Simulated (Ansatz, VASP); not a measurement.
This is a calculation of Te for Ansatz 0.2.0.

input.yaml

```yaml
crystal:
  lattice:
    - [3.8705621598, -2.1764716655, 0.0]
    - [3.8705621598, 2.1764716655, 0.0]
    - [-0.0955316789, 0.0, 6.0547324433]
  atoms:
    - { symbol: Te, position: [0.0, 0.0, 0.0] }
    - { symbol: Te, position: [0.30944661, 0.30944661, 0.33880949] }
    - { symbol: Te, position: [0.69055339, 0.69055339, 0.66119051] }
hamiltonian:
  xc: pbe
  pseudopotentials: { kind: paw }
kpoints:
  mp_grid: { grid: [7, 7, 5] }
scf:
  occupations: { method: fermi_dirac, width: 0.05 }
output:
  forces: true
  stress: true
  eigenvalues: true
```

Potentials or basis: Ansatz PAW.

Run with:

```bash
$ ansatz run input.yaml --threads 2 --pin off --max-ram 5120MiB --backend cpu --events-out ev --progress --plain --runs-dir out
```

**Question.** Translate it to VASP 6.6.1. Potentials there: VASP PAW PBE potentials, release 64 (Te).

**Answer.** As run (the cutoff follows the program's own potentials):

Contents of INCAR:

```
  PREC = Accurate
  ENCUT = 520
  EDIFF = 1E-7
  ISMEAR = -1
  SIGMA = 0.05
  LREAL = False
  LASPH = True
  NELM = 100
  ALGO = Normal
  ISIF = 2
  LWAVE = False
  LCHARG = False
  GGA = PE
  NBANDS = 16
```

KPOINTS

```
regular mesh
0
Gamma
  7 7 5
```

File POSCAR:

```
Te
1.0
    3.8705621598     -2.1764716655      0.0000000000
    3.8705621598      2.1764716655      0.0000000000
   -0.0955316789      0.0000000000      6.0547324433
Te
3
Direct
    0.0000000000      0.0000000000      0.0000000000
    0.3094466100      0.3094466100      0.3388094900
    0.6905533900      0.6905533900      0.6611905100
```

Potentials or basis: VASP PAW PBE potentials, release 64 (Te).

The run is started by

```sh
$ cat potpaw_PBE.64/Te/POTCAR > POTCAR
$ mpirun -np 1 vasp_std > vasp.out
```

Both were run:

|  | VASP | Ansatz | Ansatz less VASP |
| --- | --- | --- | --- |
| gap on the k mesh at the Fermi level (eV) | 0.07 | 0.07 | -0.001 |
| least direct gap on the mesh (eV) | 0.21 | 0.21 | +0.002 |
| pressure (GPa) | -1.3 | -1.2 | +0.04 |
| largest component of the traceless stress (GPa) | 0.46 | 0.46 | +0.002 |
| rms of the force components (eV/Å) | 0.005 | 0.004 | -0.0009 |

Atom by atom the forces differ by 0.001 eV/Å (rms over components). The two sets of potentials don't hold the same shells in valence.

Caveats: spin-orbit coupling is left out, which moves the levels of the heavy elements (VASP); an odd mesh through Γ misses points on the zone boundary, where band edges often lie (VASP).
